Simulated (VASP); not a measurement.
Crystal: As.

```
As
1.0
     2.70368    0.00000    0.00000
     0.00000    2.70368    0.00000
     0.00000    0.00000    2.70368
As
1
Direct
  0.50000 0.50000 0.50000
```

This isn't the form of As at room conditions, which is rhombohedral.

```yaml
Program: VASP 6.6.1
Task: relaxation of cell and atoms
Functional: AM05
Potentials_or_basis: VASP PAW PBE potentials, release 64 (As)
Cutoff: 600 eV
k_mesh: 10 × 10 × 10
Occupations: fermi-dirac, width 0.05 eV
Spin: no spin polarisation
```

At the start: pressure -1.7 GPa; volume 19.76 Å³/atom.

How do energy, volume and symmetry change on relaxing?

Over 3 steps the energy falls by 2.1 meV/atom and the volume is 19.38 Å³/atom (-2.0 %); space group Pm-3m (No. 221, to 0.05 Å).

The path:
```csv
step,energy change (eV),largest force (eV/Å),pressure (GPa),volume (Å³)
1,0.0000,0.0000,-1.73,19.76
2,-0.0014,0.0000,1.04,19.16
3,-0.0021,0.0000,0.00,19.38
```

Final structure:
```yaml
crystal:
  lattice:
    - [2.68584, 0.00000, 0.00000]
    - [0.00000, 2.68584, 0.00000]
    - [0.00000, 0.00000, 2.68584]
  atoms:
    - { symbol: As, position: [0.50000, 0.50000, 0.50000] }
```

Caveat: the PAW data sets were made with another functional, which shifts forces and pressure a little.
